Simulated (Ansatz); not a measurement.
input.yaml (Ansatz)

```yaml
crystal:
  lattice:
    - [2.8307185976, 0.0, 0.0]
    - [0.0, 2.8307185976, 0.0]
    - [0.0, 0.0, 2.8307185976]
  atoms:
    - { symbol: Se, position: [0.0, 0.0, 0.0] }
hamiltonian:
  xc: pbe
  pseudopotentials:
    kind: paw
    azcp:
      Se: "pseudopotentials/Se.paw.azcp"
basis:
  ecutwfc: 420
  fft_grid_basis: typed
kpoints:
  mp_grid: { grid: [18, 18, 18], shift: [0, 0, 0] }
magnetization:
  spin_polarized: false
scf:
  occupations: { method: fermi_dirac, width: 0.1 }
```

and its output:

```
Engine: ansatz 0.2.0, x86_64-unknown-linux-gnu
Pseudopotentials: kind: paw
Pseudopotential: Se, paw, valence charge 16, recommended cutoff 420 eV (normal) 
Functional definition: PBE
  parameter kappa = 0.804
  parameter beta = 0.06672455060314922
  exchange = pbe_x(kappa = kappa, mu = beta*pi^2/3)
  correlation = pbe_c(beta = beta)
Crystal: 1 atoms, lattice volume = 22.682 Å³
Basis set: ecut = 420 eV, 461 PW (Γ)
Bands: 12, of which v1, the nominal top of the filled ones, is band 8 counted from 1 (7 counted from 0)
Symmetry: 48 space group operations
Space group: Pm-3m (ITA 221), of the structure as read, at distance tolerance 2.8e-5 Å
k-points: 220 of 5832
Non-local potential: Se, projectors of the file, l = 0: 2, l = 1: 2, l = 2: 3, l = 3: 1
PAW form: soft (Blöchl's): semilocal exchange-correlation on the pseudo side does not see the compensation charge
PAW one-centre angular grid: Se, 590 points (default); XC on 64 Gauss nodes
Initial density: superposition of atomic densities (neutral atoms: chi_scale 0, normalization atom), corrected by the library's trained network
Initial wavefunctions: pseudopotential atomic-orbital guess
Functional: x = pbe(κ = 0.804, μ = 0.2195149727645171), c = pbe(β = 0.06672455060314922)
SCF iter   1: F=—  HF=-5468.907090 eV  |F-HF|=—  |Δ(HF+E_count)|=         —  Δρ=1.27e-3  dr2=3.81e-4  ethr=1.77e-3  ⟨swp⟩=5.2  Hψ=15845  notcnv=0
SCF iter   2: F=—  HF=-5468.907340 eV  |F-HF|=—  |Δ(HF+E_count)|=   2.50e-4  Δρ=3.26e-4  dr2=1.67e-5  ethr=2.38e-6  ⟨swp⟩=2.2  Hψ=5501  notcnv=0
SCF iter   3: F=—  HF=-5468.907342 eV  |F-HF|=—  |Δ(HF+E_count)|=   1.65e-6  Δρ=7.78e-5  dr2=1.40e-6  ethr=1.04e-7  ⟨swp⟩=2.0  Hψ=4426  notcnv=0
SCF iter   4: F=—  HF=-5468.907337 eV  |F-HF|=—  |Δ(HF+E_count)|=   4.12e-6  Δρ=4.18e-5  dr2=4.24e-7  ethr=8.74e-9  ⟨swp⟩=2.0  Hψ=4420  notcnv=0
iter 5 did not close the SCF: its close was put off for the readings that it lacked (scf_convergence_deferred on its scf_iter line)
SCF iter   5: F=-5468.907337 eV  HF=-5468.907337 eV  |F-HF|=7.28e-8  |Δ(HF+E_count)|=   5.30e-7  Δρ=1.08e-5  dr2=3.12e-8  ethr=2.65e-9  ⟨swp⟩=2.0  Hψ=4406  notcnv=0
SCF iter   6: F=-5468.907337 eV  HF=-5468.907337 eV  |F-HF|=1.43e-9  |Δ(HF+E_count)|=   3.56e-8  Δρ=1.56e-6  dr2=7.17e-10  ethr=1.95e-10  ⟨swp⟩=1.0  Hψ=7934  notcnv=0
SCF 1 converged in 6 iterations: F = -5468.907337 eV  dr2 = 7.17e-10
SCF converged after 6 iterations
Free energy (F): -5468.907337 eV
Harris-Foulkes:  -5468.907337 eV  (|F-HF|=1.43e-9)
Internal energy: -5468.887185 eV  (E = F + TS)
E sigma→0 (E₀):  -5468.897261 eV
Entropy (-TS):   -0.020152 eV (-20.152 meV/atom)
Fermi energy:    9.735832 eV
--- Per-component energies (eV) ---
  E_band       = -369.480752
  E_kinetic    = 116.467559
  E_local      = -2244.719715  (includes V_loc(G=0)·N_el)
  E_nonlocal   = -594.016276
  E_hartree    = 1116.537245
  E_xc         = -103.459567
  E_vxc        = -97.190411  (∫ρ·V_xc dr)
  E_paw        = -1912.257563  (= ΣΔE_a)
  E_vpaw       = 216.905704  (= ΣTr[D̂ρ^β])
  E_aug_tail   = -0.000566  (compensation charges beyond the density's cutoff)
  E_ewald      = -1847.438303
  E_smearing   = -0.020152  (= −TS)
  E_closure    = 0.000000  (closes the sum)
  Σ components = -5468.907337   (vs F -5468.907337, Δ=0.00e0)
```
